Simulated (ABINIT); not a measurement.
Zn:

```xyz
2
Lattice="2.6700 0.0000 0.0000 -1.3350 2.3123 0.0000 0.0000 0.0000 4.9660" Properties=species:S:1:pos:R:3 pbc="T T T"
Zn    1.3350    0.7708    3.7245
Zn    0.0000    1.5415    1.2415
```

Base run:

* Program: ABINIT 10.8.3 (patched build)
* Functional: RPBE
* Potentials or basis: JTH PAW PBE v2.0
* Cutoff: 707 eV
* k mesh: 11 × 11 × 6
* Occupations: fermi-dirac, width 0.05 eV
* Spin: no spin polarisation

Its results: band gap on the k mesh none (metal or under the smearing width); pressure 2.4 GPa.

Q: The run is repeated on the same cell with these changes: functional from RPBE to AM05. What comes out?

A: Band gap on the k mesh none (metal or under the smearing width); pressure -5.8 GPa.

AM05 binds more tightly than RPBE, so the same cell stands under less pressure.

Caveats: the PAW data sets were made with another functional, which shifts forces and pressure a little.
